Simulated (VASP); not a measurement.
Input of a VASP 6.6.1 run:

Contents of INCAR:

```
PREC = Accurate
ENCUT = 520
EDIFF = 1E-6
ISMEAR = -1
SIGMA = 0.01
LREAL = False
LASPH = True
NELM = 100
ALGO = Normal
ISIF = 2
LWAVE = False
LCHARG = False
GGA = PE
NBANDS = 13
```

File KPOINTS:

```
regular mesh
0
Gamma
  5 5 5
```

The input POSCAR:

```
Se
1.0
    0.0000000000      3.1681364125      3.1681364125
    3.1681364125      0.0000000000      3.1681364125
    3.1681364125      3.1681364125      0.0000000000
Se
2
Direct
    0.0000000000      0.0000000000      0.0000000000
    0.2500000000      0.2500000000      0.2500000000
```

Potentials or basis: VASP PAW PBE potentials, release 64 (Se).

Run with:

```sh
$ cat potpaw_PBE.64/Se/POTCAR > POTCAR
$ mpirun -np 1 vasp_std > vasp.out
```

**Question.** What does it give for the pressure?

**Answer.** 0.0 GPa.

**Question.** Estimate the band gap on the k mesh.

**Answer.** None (metal or under the smearing width).
